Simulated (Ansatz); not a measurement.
Runs of Ansatz 0.2.0 on CdSe. It takes space group F-43m (No. 216, cubic). The conventional cell has a = 6.141 Å, b = 6.141 Å, c = 6.141 Å, α = 90.00°, β = 90.00°, γ = 90.00°. Around Cd (site symmetry -43m) lie 4 Se at 2.66 Å. Se (site symmetry -43m) has 4 Cd at 2.66 Å as nearest neighbours. Measurements of this composition are mostly on another form, of space group No. 186.

```csv
task,potentials or basis,cell,cutoff (eV),basis error allowed,gap on the mesh (eV),pressure (GPa)
band structure,"all-electron LAPW, non-relativistic",as given,266,0.001 eV/atom,1.14,(b)
relaxation of cell and atoms,"all-electron LAPW, scalar-relativistic",relaxed to 30 GPa,-,0.001 eV/atom,(a),30.0
band structure,"all-electron LAPW, scalar-relativistic",as given,266,0.001 eV/atom,0.43,-1.4
band structure,"all-electron LAPW, inner shells corrected to Dirac's equation",as given,266,0.001 eV/atom,0.43,-1.4
relaxation of cell and atoms,"all-electron LAPW, scalar-relativistic",relaxed to 20 GPa,-,0.001 eV/atom,0.89,20.0
relaxation of cell and atoms,"all-electron LAPW, scalar-relativistic",relaxed to 10 GPa,-,0.001 eV/atom,0.74,10.0
relaxation of cell and atoms,"all-electron LAPW, scalar-relativistic",relaxed to 5 GPa,-,0.001 eV/atom,0.63,5.0
band structure,all-electron PAW datasets made for the crystal,as given,240,-,0.43,-1.4
```

Alike in all rows: level PBEsol; no spin polarisation; k mesh 8 × 8 × 8; smearing fermi-dirac 0.05 eV.

Fill in the values left out.

(a) 0.99; (b) 0.3.

Caveats: relativity is left out, which matters for the heavier elements (some runs).

A k mesh can miss the band edges, and the runs leave out spin-orbit coupling on Cd, Se.

The runs don't all hold the same shells in valence.
